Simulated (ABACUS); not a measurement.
The system is SnTe.

```
Te Sn
1.0
     0.00000    3.15085    3.15085
     3.15085    0.00000    3.15085
     3.15085    3.15085    0.00000
Te Sn
1 1
Direct
  0.50000 0.50000 0.50000
  0.00000 0.00000 0.00000
```

| Quantity | Value |
| --- | --- |
| Program | ABACUS 3.10.1 |
| Task | relaxation of cell and atoms |
| Functional | LDA |
| Potentials or basis | PseudoDojo NC SR 0.4.1 LDA standard |
| Cutoff | 1129 eV |
| Density cutoff | 4517 eV |
| Basis | plane waves |
| k mesh | 6 × 6 × 6 |
| Occupations | fermi-dirac, width 0.05 eV |
| Spin | no spin polarisation |

At the start: pressure -1.5 GPa; volume 31.28 Å³/atom.

How do energy, volume and symmetry change on relaxing?

Over 3 steps the energy falls by 4.6 meV/atom and the volume is 30.32 Å³/atom (-3.1 %); space group Fm-3m (No. 225, to 0.05 Å).

Step by step:
```tsv
step	energy change (eV)	largest force (eV/Å)	pressure (GPa)	volume (Å³)
1	0.0000	0.0000	-1.51	62.56
2	-0.0076	0.0000	0.69	59.83
3	-0.0093	0.0000	-0.02	60.63
```

Final structure:
```xyz
2
Lattice="0.0000 3.1181 3.1181 3.1181 0.0000 3.1181 3.1181 3.1181 0.0000" Properties=species:S:1:pos:R:3 pbc="T T T"
Te    3.1181    3.1181    3.1181
Sn    0.0000    0.0000    0.0000
```
